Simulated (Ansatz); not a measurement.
**Two inputs for SiO2**

This input was run with Ansatz:

```yaml
crystal:
  lattice:
    - [4.908, 0.0, 0.0]
    - [0.0, 4.908, 0.0]
    - [0.0, 0.0, 6.784]
  atoms:
    - { symbol: Si, position: [0.3083, 0.3083, 0.0] }
    - { symbol: Si, position: [0.1917, 0.8083, 0.25] }
    - { symbol: Si, position: [0.6917, 0.6917, 0.5] }
    - { symbol: Si, position: [0.8083, 0.1917, 0.75] }
    - { symbol: O, position: [0.2387, 0.1161, 0.1865] }
    - { symbol: O, position: [0.3839, 0.7387, 0.4365] }
    - { symbol: O, position: [0.7613, 0.8839, 0.6865] }
    - { symbol: O, position: [0.6161, 0.2613, 0.9365] }
    - { symbol: O, position: [0.7387, 0.3839, 0.5635] }
    - { symbol: O, position: [0.8839, 0.7613, 0.3135] }
    - { symbol: O, position: [0.2613, 0.6161, 0.0635] }
    - { symbol: O, position: [0.1161, 0.2387, 0.8135] }
kpoints:
  mp_grid: { grid: [5, 5, 4] }
scf:
  occupations: { method: fermi_dirac, width: 0.02 }
  algorithm: density_mixing
hamiltonian:
  xc: pbe
  pseudopotentials: { kind: paw, frozen_core: stored }
output:
  forces: true
  stress: true
  populations: true
  efg: { quadrupole_moments_barn: { O: -0.02558 } }
total_charge: 1
```

It converged. Of its output the block on the nuclei alone is shown, without the SCF iterations, energies, forces and stress (one atom of each set):

```
--- PAW observables at the nuclei: V_zz in 10²¹ V/m², potentials from the cell's mean, atoms counted from 1 ---
  atom   1  Si V_zz =    -1.084304   η = 0.7303   by run symmetry: allowed
            electrostatic potential = -1354.205752 V   contact ρ = none
  atom   5  O  V_zz =    +7.306757   η = 0.3348   by run symmetry: allowed   C_q = -4.5194 MHz
            electrostatic potential = -617.995867 V   contact ρ = none
```

Q: Can these gradients be trusted, and how do they compare with a run on standard settings?

A: Only as results of these settings. Against the standard input the change is `scf.algorithm`: not typed → density_mixing; `total_charge`: not typed → 1. A site carries the number of its first atom; V_zz in 10²¹ V/m².

| site | V_zz standard | η standard | V_zz here | η here |
| --- | --- | --- | --- | --- |
| Si | -1.09 | 0.73 | -1.08 | 0.73 |
| O | 9.06 | 0.20 | 7.31 | 0.33 |

The largest change of V_zz is on O, from 9.06 to 7.31. In per cent, |V_zz| changes by -19 on O (all sites that start above 2). On O V_xx and V_yy change places (or their axes turn by over 50°), so the two values of η hide a larger change. The changed cell holds a charge of +1 on a uniform background, so it isn't the neutral crystal. It has an odd number of electrons and no spin polarisation, so the extra carrier is shared by both spins and spread out, where a real one carries spin and can localise. The gap no longer holds the Fermi energy in the changed run, so its gradients also hang on the k-mesh and the smearing. SCF iterations: 6 and 7.

On the reference run: The calculated pressure of 10 GPa (PBE) comes largely from the unrelaxed atoms: it is 2.2 GPa once they are relaxed in the same cell. The largest force is 0.9 eV/Å, so the atoms aren't at the calculated equilibrium and relaxing them would move these values. The cell is 5 % smaller than that of α-cristobalite at ambient conditions, so the entry probably stands for a crystal under pressure.
